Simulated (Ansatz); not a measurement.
# AlNi3 (Pm-3m) in Ansatz: notebook

The runs below take AlNi3 through relaxation of cell and atoms, with PBE+D3(BJ), PBE+D4, PBEsol+D3(BJ).

All numbers are computed with Ansatz 0.2.0; they aren't measurements. Logs are shortened: lines on timing, memory, paths and dates and some standing lists are left out, and cuts for length are marked.

## Step 1: The crystal as given

The structure is cubic, space group Pm-3m (No. 221). Conventional cell: a = 3.523 Å, b = 3.523 Å, c = 3.523 Å, α = 90.00°, β = 90.00°, γ = 90.00°. Ni (site symmetry 4/mmm) has 8 Ni at 2.49 Å and 4 Al at 2.49 Å as nearest neighbours. Around Al (site symmetry m-3m) lie 12 Ni at 2.49 Å.

The cell is a database's computed one.

## Step 2: Relaxation of cell and atoms, PBE+D3(BJ), collinear spin, ferromagnetic start

input.yaml reads:

```yaml
crystal:
  lattice:
    - [3.5230547267, 0.0, 0.0]
    - [0.0, 3.5230547267, 0.0]
    - [0.0, 0.0, 3.5230547267]
  atoms:
    - { symbol: Ni, position: [0.5, 0.5, 0.0], spin: 1.0 }
    - { symbol: Ni, position: [0.5, 0.0, 0.5], spin: 1.0 }
    - { symbol: Ni, position: [0.0, 0.5, 0.5], spin: 1.0 }
    - { symbol: Al, position: [0.0, 0.0, 0.0] }
hamiltonian:
  xc: pbe
  pseudopotentials: { kind: paw }
  dispersion: d3bj
magnetization:
  spin_polarized: true
kpoints:
  mp_grid: { grid: [8, 8, 8] }
scf:
  occupations: { method: fermi_dirac, width: 0.05 }
output:
  forces: true
  stress: true
relax:
  f_tol: 0.01
  max_steps: 40
  cell: { stress_tol: 0.05 }
```

Potentials or basis: Ansatz PAW.

Run with:

```console
> ansatz run input.yaml --threads 2 --pin off --max-ram 5632MiB --backend cpu --events-out ev --progress --plain --runs-dir out
```

Output:

```text
Warning: RAYON_NUM_THREADS=2 ignored (pool sized by the plan → 2); use --threads N
Engine: ansatz 0.2.0, x86_64-unknown-linux-gnu
Pseudopotentials: kind: paw
Pseudopotential: Ni, paw, valence charge 18, recommended cutoff 420 eV (normal), Ni.paw.azcp
Pseudopotential: Al, paw, valence charge 3, recommended cutoff 420 eV (normal), Al.paw.azcp
Functional definition: PBE
  parameter kappa = 0.804
  parameter beta = 0.06672455060314922
  exchange = pbe_x(kappa = kappa, mu = beta*pi^2/3)
  correlation = pbe_c(beta = beta)
Crystal: 4 atoms, lattice volume = 43.728 Å³
Basis set: ecut = 420 eV, 847 PW (Γ), exchange–correlation on 48×48×48 points (8 copies of the dense FFT grid, shifted against one another)
Bands: 36, of which v1, the nominal top of the filled ones, is band 29 counted from 1 (28 counted from 0)
Symmetry: 48 space group operations
Space group: Pm-3m (ITA 221), of the structure as read, at distance tolerance 3.5e-5 Å
Magnetic group: BNS 221.92 (UNI 1594), of the structure as read, at distance tolerance 3.5e-5 Å
k-points: 35 of 512
Non-local potential: Ni, projectors of the file, l = 0: 3, l = 1: 2, l = 2: 3, l = 3: 1
Non-local potential: Al, projectors of the file, l = 0: 2, l = 1: 2, l = 2: 1
PAW form: soft (Blöchl's): semilocal exchange-correlation on the pseudo side does not see the compensation charge
PAW one-centre angular grid: Ni, 590 points (default); XC on 64 Gauss nodes
PAW one-centre angular grid: Al, 110 points (default); XC on 64 Gauss nodes
Initial density: superposition of atomic densities (chi_scale 0.1, normalization cell)
Starting moments: Σ|m| = 3 μB on 3 of 4 sites
Initial wavefunctions: pseudopotential atomic-orbital guess
Functional: x = pbe(κ = 0.804, μ = 0.2195149727645171), c = pbe(β = 0.06672455060314922)
SCF iter   1: F=—  HF=-18057.062043 eV  |F-HF|=—  |Δ(HF+E_count)|=         —  Δρ=6.82e-2 (↑6.82e-2 ↓3.76e-2)  dr2=2.23e0  dr2_m=3.33e-1  M=1.771 μB ∫|m|=2.281 μB  β_m=0.30  ethr=3.10e-3  ⟨swp⟩=5.8  Hψ=8969  notcnv=0  defer=11
Mixer restart at iter 1: flushing history
preconditioner: auto → Kerker (q_TF=auto, 2.852 Å⁻¹)  [metal: Δε(μ)=0.017 eV  Ē_g=8.043 eV  σ=0.050 eV  W_gap=0.09  n_scr=18 (ndim 8)  ℏωp=32.3 eV  f_vac=0.000  D(μ)=4.54/eV (n_scr^D=56)]
spin=Collinear: Kerker preconditioning applied to the charge; magnetization (m = ρ↑ − ρ↓) channel mixes plain (no charge-response kernel on spin).
SCF iter   2: F=—  HF=-18056.607305 eV  |F-HF|=—  |Δ(HF+E_count)|=   4.55e-1  Δρ=4.59e-2 (↑2.30e-2 ↓4.59e-2)  dr2=3.26e-1  dr2_m=3.85e-1  M=1.511 μB ∫|m|=2.020 μB  β_m=0.33  ethr=3.10e-3  ⟨swp⟩=2.1  Hψ=4265  notcnv=0  defer=103
SCF iter   3: F=—  HF=-18057.983034 eV  |F-HF|=—  |Δ(HF+E_count)|=    1.38e0  Δρ=4.45e-2 (↑2.03e-2 ↓4.45e-2)  dr2=3.60e-1  dr2_m=3.70e-1  M=1.312 μB ∫|m|=1.823 μB  β_m=0.22  ethr=5.72e-4  ⟨swp⟩=2.0  Hψ=3688  notcnv=0  defer=102
SCF iter   4: F=—  HF=-18058.960294 eV  |F-HF|=—  |Δ(HF+E_count)|=   9.77e-1  Δρ=3.49e-2 (↑1.80e-2 ↓3.49e-2)  dr2=2.44e-1  dr2_m=2.52e-1  M=1.196 μB ∫|m|=1.658 μB  β_m=0.41  ethr=5.72e-4  ⟨swp⟩=2.6  Hψ=3973  notcnv=0  defer=108
SCF iter   5: F=—  HF=-18059.961921 eV  |F-HF|=—  |Δ(HF+E_count)|=         —  Δρ=2.59e-2 (↑2.59e-2 ↓2.29e-2)  dr2=5.40e-2  dr2_m=2.26e-1  M=0.841 μB ∫|m|=1.087 μB  β_m=0.78  ethr=4.29e-4  ⟨swp⟩=3.0  Hψ=4387  notcnv=0  defer=109
Mixer restart at iter 5: flushing history
SCF iter   6: F=—  HF=-18060.197801 eV  |F-HF|=—  |Δ(HF+E_count)|=   2.36e-1  Δρ=2.06e-2 (↑3.54e-3 ↓2.06e-2)  dr2=1.73e-1  dr2_m=4.35e-2  M=0.753 μB ∫|m|=0.969 μB  β_m=0.89  ethr=9.48e-5  ⟨swp⟩=2.0  Hψ=3084  notcnv=0  defer=116
SCF iter   7: F=—  HF=-18060.309963 eV  |F-HF|=—  |Δ(HF+E_count)|=   1.12e-1  Δρ=1.31e-2 (↑1.31e-2 ↓7.40e-3)  dr2=7.75e-2  dr2_m=3.82e-3  M=0.738 μB ∫|m|=0.938 μB  β_m=0.79  ethr=9.48e-5  ⟨swp⟩=3.0  Hψ=5292  notcnv=0  defer=116
SCF iter   8: F=—  HF=-18060.274601 eV  |F-HF|=—  |Δ(HF+E_count)|=   3.54e-2  Δρ=9.72e-3 (↑5.22e-3 ↓9.72e-3)  dr2=7.56e-2  dr2_m=2.15e-3  M=0.679 μB ∫|m|=0.861 μB  β_m=0.74  ethr=9.48e-5  ⟨swp⟩=2.4  Hψ=5293  notcnv=0  defer=118
SCF iter   9: F=—  HF=-18060.257610 eV  |F-HF|=—  |Δ(HF+E_count)|=   1.70e-2  Δρ=6.34e-4 (↑6.30e-4 ↓6.34e-4)  dr2=1.51e-3  dr2_m=3.54e-6  M=0.694 μB ∫|m|=0.868 μB  β_m=0.87  ethr=9.48e-5  ⟨swp⟩=2.0  Hψ=3769  notcnv=0  defer=118
[... 48 lines left out ...]
SCF converged after 7 iterations
Magnetization: 0.7036 μB (28.8518 up, 28.1482 down)
Absolute magnetization: 0.8790 μB (∫|ρ↑−ρ↓|, with the PAW one-centre terms)
Spin contamination: 0.0135 ħ² per cell (⟨S²⟩ above its minimum at these occupations)
Per-site moments (μB) at R_I (Å): [(0.2603816985655951, 1.027947556438435), (0.26038169856559484, 1.027947556438435), (0.26038169856559523, 1.027947556438435), (-0.015753796544142766, 1.027947556438435)]
Free energy (F): -18060.257330 eV
Harris-Foulkes:  -18060.257330 eV  (|F-HF|=1.09e-11)
Internal energy: -18060.228505 eV  (E = F + TS)
E sigma→0 (E₀):  -18060.242917 eV
Entropy (-TS):   -0.028825 eV (-7.206 meV/atom)
Fermi energy:    16.452268 eV
--- Per-component energies (eV) ---
  E_band       = -902.131276
  E_kinetic    = 879.117069
  E_local      = -11872.178915  (includes V_loc(G=0)·N_el)
  E_nonlocal   = 1916.883800
  E_hartree    = 5059.335733
  E_xc         = -297.714283
  E_vxc        = -361.767356  (∫ρ·V_xc dr)
  E_paw        = -5358.358538  (= ΣΔE_a)
  E_vpaw       = -1582.859515  (= ΣTr[D̂ρ^β])
  E_aug_tail   = 0.001721  (compensation charges beyond the density's cutoff)
  E_ewald      = -8385.425478
  E_disp       = -1.889612  (pairwise vdW)
  E_smearing   = -0.028825  (= −TS)
  E_closure    = -0.000000  (closes the sum)
  Σ components = -18060.257330   (vs F -18060.257330, Δ=0.00e0)
--- Forces (eV/Å), atoms counted from 1 ---
  atom   1  Ni     0.00000000     0.00000000    -0.00000000
  atom   2  Ni    -0.00000000    -0.00000000     0.00000000
  atom   3  Ni     0.00000000     0.00000000    -0.00000000
  atom   4  Al    -0.00000000     0.00000000    -0.00000000
  max |Σ_I F_I| component: 1.45e-29 eV/Å
--- Stress (GPa, compression-positive) ---
       -0.000281      -0.000000      -0.000000
       -0.000000      -0.000281      -0.000000
       -0.000000      -0.000000      -0.000281
  P = ⅓ Tr σ = -0.0003 GPa (-0.003 kbar)
--- Relaxed structure (3 steps of the walk, 3 accepted, 1 SCFs on fresh bases) ---
  F+E_penalty+E_count = -18060.25732987 eV   max|allowed force component| = 1.962e-29 eV/Å   (the final SCF, on the basis selected at the relaxed cell)
  cell:  # Å, volume = 43.7710 Å³
    - [3.5242118199357995, -3.532909088251358e-34, -2.0061770254033706e-36]
    - [-3.532909088251358e-34, 3.5242118199357995, 0.0]
    - [-2.0061770254033706e-36, 0.0, 3.5242118199357995]
  atoms:
    - { symbol: Ni, position: [0.5, 0.5, 2.669261630987209e-38] }
    - { symbol: Ni, position: [0.5, 1.6682885193157474e-38, 0.5] }
    - { symbol: Ni, position: [3.88344359986677e-49, 0.5, 0.5] }
    - { symbol: Al, position: [6.603287726510374e-48, -7.785346425093787e-39, -8.897538772719541e-39] }
```

Wall time 15 s (2 threads of Intel Xeon Platinum 8259CL at 2.50GHz (Skylake/Cascade Lake), shared host); peak memory 0.45 GiB.

Results:

```
Free energy                            : -18060.2573 eV
Relaxed volume                         : 10.94 Å³/atom
Relaxed cell                           : a = 3.524 Å, b = 3.524 Å, c = 3.524 Å, α = 90.00°, β = 90.00°, γ = 90.00°
Space group after relaxing (to 0.05 Å) : Pm-3m (No. 221)
Energy gained by relaxing              : 0.0 meV/atom
Ionic steps                            : 4
Pressure after relaxing                : 0.0 GPa
Net moment                             : 0.70 μB per cell
Absolute moment                        : 0.88 μB per cell
Site moments                           : Ni +0.26; Al -0.02 μB
```

Final structure:
```
Ni Al
1.0
     3.52421    0.00000    0.00000
     0.00000    3.52421    0.00000
     0.00000    0.00000    3.52421
Ni Al
3 1
Direct
  0.50000 0.50000 0.00000
  0.50000 0.00000 0.50000
  0.00000 0.50000 0.50000
  0.00000 0.00000 0.00000
```

Caveat: the plane-wave basis is chosen anew once the cell has moved, so the energies of steps on either side of that aren't comparable.

## Step 3: Relaxation of cell and atoms, PBE+D4, collinear spin, ferromagnetic start

input.yaml: that of step 2 with these lines changed.

```diff
@@ -13,3 +13,3 @@
   pseudopotentials: { kind: paw }
-  dispersion: d3bj
+  dispersion: d4
 magnetization:
@@ -23,2 +23,6 @@
   stress: true
+  write_density: true
+  write_potential: true
+  elf: true
+  volumetric_format: npy
 relax:
```

Potentials or basis: Ansatz PAW.

Run with:

```console
> ansatz run input.yaml --threads 2 --pin off --max-ram 5632MiB --backend cpu --events-out ev --progress --plain --runs-dir out
```

It took 19 s on 2 threads of Intel Xeon Platinum 8259CL at 2.50GHz (Skylake/Cascade Lake), shared host; peak memory 0.46 GiB.

The run converged. Its results:

| Item | Value |
| --- | --- |
| Free energy | -18060.2297 eV |
| Relaxed volume | 10.99 Å³/atom |
| Relaxed cell | a = 3.529 Å, b = 3.529 Å, c = 3.529 Å, α = 90.00°, β = 90.00°, γ = 90.00° |
| Space group after relaxing (to 0.05 Å) | Pm-3m (No. 221) |
| Energy gained by relaxing | 0.2 meV/atom |
| Ionic steps | 4 |
| Pressure after relaxing | 0.0 GPa |
| Band gap on the k mesh | none (metal or under the smearing width) |
| Net moment | 0.71 μB per cell |
| Absolute moment | 0.88 μB per cell |
| Site moments | Ni +0.26; Al -0.02 μB |

The path:
| step | energy change (eV) | largest force (eV/Å) | volume (Å³) |
| --- | --- | --- | --- |
| 1 | 0.0000 | 0.0000 | 43.73 |
| 2 | -0.0005 | 0.0000 | 43.84 |
| 3 | -0.0006 | 0.0000 | 43.95 |
| 4 | -0.0007 | 0.0000 | 43.95 |

Final structure:
```
Ni Al
1.0
     3.52890    0.00000    0.00000
     0.00000    3.52890    0.00000
     0.00000    0.00000    3.52890
Ni Al
3 1
Direct
  0.50000 0.50000 0.00000
  0.50000 0.00000 0.50000
  0.00000 0.50000 0.50000
  0.00000 0.00000 0.00000
```

Levels at points of the mesh, in eV from the Fermi level:
Spin up:
| k point | band 26 | band 27 | band 28 | band 29 | band 30 | band 31 | band 32 | band 33 |
| --- | --- | --- | --- | --- | --- | --- | --- | --- |
| (0.00, 0.00, 0.00) | -0.07 | -0.07 | -0.07 | 0.83 | 0.83 | 0.83 | 6.66 | 6.66 |
| (0.00, 0.00, -0.50) | -1.21 | -1.07 | -0.51 | -0.06 | 5.61 | 5.61 | 5.61 | 5.61 |
| (0.00, -0.50, -0.50) | -1.24 | -1.01 | -0.98 | -0.60 | 0.87 | 0.87 | 8.23 | 8.23 |
| (-0.50, -0.50, -0.50) | -1.09 | -1.09 | -0.29 | -0.25 | -0.25 | -0.25 | 3.55 | 4.10 |
Spin down:
| k point | band 25 | band 26 | band 27 | band 28 | band 29 | band 30 | band 31 | band 32 |
| --- | --- | --- | --- | --- | --- | --- | --- | --- |
| (0.00, 0.00, 0.00) | 0.03 | 0.37 | 0.37 | 0.37 | 0.79 | 0.79 | 0.79 | 6.75 |
| (0.00, 0.00, -0.50) | -0.95 | -0.95 | -0.84 | -0.32 | 0.37 | 5.66 | 5.66 | 5.67 |
| (0.00, -0.50, -0.50) | -1.17 | -1.13 | -0.80 | -0.60 | -0.46 | 1.16 | 1.16 | 8.28 |
| (-0.50, -0.50, -0.50) | -1.19 | -0.91 | -0.91 | -0.31 | 0.13 | 0.13 | 0.13 | 3.65 |

Caveat: the plane-wave basis is chosen anew once the cell has moved, so the energies of steps on either side of that aren't comparable; pairwise dispersion overbinds metals, which lowers pressure and volume.

## Step 4: Relaxation of cell and atoms, PBEsol+D3(BJ), collinear spin, ferromagnetic start

input.yaml: that of step 3 with these lines changed.

```diff
@@ -11,5 +11,5 @@
 hamiltonian:
-  xc: pbe
+  xc: pbesol
   pseudopotentials: { kind: paw }
-  dispersion: d4
+  dispersion: d3bj
 magnetization:
@@ -23,6 +23,2 @@
   stress: true
-  write_density: true
-  write_potential: true
-  elf: true
-  volumetric_format: npy
 relax:
```

Run with:

```console
> ansatz run input.yaml --threads 2 --pin off --max-ram 5632MiB --backend cpu --events-out ev --progress --plain --runs-dir out
```

It took 20 s on 2 threads of Intel Xeon Platinum 8259CL at 2.50GHz (Skylake/Cascade Lake), shared host; peak memory 0.45 GiB.

It converged, with:

```yaml
Free_energy: -17943.0104 eV
Relaxed_volume: 10.56 Å³/atom
Relaxed_cell: a = 3.483 Å, b = 3.483 Å, c = 3.483 Å, α = 90.00°, β = 90.00°, γ = 90.00°
Space_group_after_relaxing_to_0.05_Å: Pm-3m (No. 221)
Energy_gained_by_relaxing: 8.3 meV/atom
Ionic_steps: 5
Pressure_after_relaxing: 0.0 GPa
Net_moment: 0.62 μB per cell
Absolute_moment: 0.75 μB per cell
Site_moments: Ni +0.23; Al -0.01 μB
```

Step by step:
| step | energy change (eV) | largest force (eV/Å) | volume (Å³) |
| --- | --- | --- | --- |
| 1 | 0.0000 | 0.0000 | 43.73 |
| 2 | -0.0260 | 0.0000 | 42.94 |
| 3 | -0.0338 | 0.0000 | 42.20 |
| 4 | -0.0339 | 0.0000 | 42.25 |
| 5 | -0.0333 | 0.0000 | 42.25 |

Final structure:
```
Ni Al
1.0
     3.48282    0.00000    0.00000
     0.00000    3.48282    0.00000
     0.00000    0.00000    3.48282
Ni Al
3 1
Direct
  0.50000 0.50000 0.00000
  0.50000 0.00000 0.50000
  0.00000 0.50000 0.50000
  0.00000 0.00000 0.00000
```

Caveat: the plane-wave basis is chosen anew once the cell has moved, so the energies of steps on either side of that aren't comparable; the PAW data sets come from PBE, with cores solved anew for the run's functional, which leaves a small shift of forces and pressure.

## Step 5: The runs side by side

```csv
level,pressure (GPa),moment (μB),relaxed volume (Å³/atom)
PBE+D3(BJ),0.0,0.70,10.94
PBE+D4,0.0,0.71,10.99
PBEsol+D3(BJ),0.0,0.62,10.56
```

Alike in all rows: task relaxation of cell and atoms; potentials or basis Ansatz PAW; spin collinear, ferromagnetic start; cell relaxed; k mesh 8 × 8 × 8; cutoff (eV) 420; smearing fermi-dirac 0.05 eV.

Caveats: the plane-wave basis is chosen anew once the cell has moved, so the energies of steps on either side of that aren't comparable; pairwise dispersion overbinds metals, which lowers pressure and volume (some runs); the PAW data sets come from PBE, with cores solved anew for the run's functional, which leaves a small shift of forces and pressure (some runs).

Total energies depend on the potentials used, so only differences within one code and one set of settings carry meaning.
